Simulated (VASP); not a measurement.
A run of VASP 6.6.1:

The input INCAR:

```
SYSTEM = P
  PREC = Accurate
  ENCUT = 520
  EDIFF = 1E-7
  ISMEAR = 0
  SIGMA = 0.1
  LREAL = .False.
  LASPH = .True.
  NELM = 80
  ALGO = Normal
  ISIF = 3
  LWAVE = .False.
  LCHARG = .False.
  GGA = PS
  IVDW = 12
  IBRION = 2
  NSW = 80
  EDIFFG = -0.15
  PSTRESS = 250
```

KPOINTS

```
Automatic mesh
0
Gamma
  15 15 15
  0 0 0
```

Contents of POSCAR:

```
P                                       
1.0
    1.6326923806      0.9426353882      2.6672240563
   -1.6326923806      0.9426353882      2.6672240563
    0.0000000000     -1.8852707657      2.6672240558
  P             
     2
Direct
     0.2451423872859380    0.2451423872859380    0.2451423872877001
     0.7548576127140620    0.7548576127140620    0.7548576127122999
```

Potentials or basis: VASP PAW PBE potentials, release 64 (P).

The run is started by

```sh
$ cat potpaw_PBE.64/P/POTCAR > POTCAR
$ mpirun -np 1 vasp_std > vasp.out
```

Hardware: 1 thread of Intel(R) Xeon(R) Platinum 8488C (Sapphire Rapids) (shared host).

Task: Estimate the wall time of this run.

Result: Run time: 79 s on 1 thread of Intel(R) Xeon(R) Platinum 8488C (Sapphire Rapids), with other jobs on the host, peak memory 0.2 GiB. Counts: scf iterations 42, k points 344, ion steps 6.
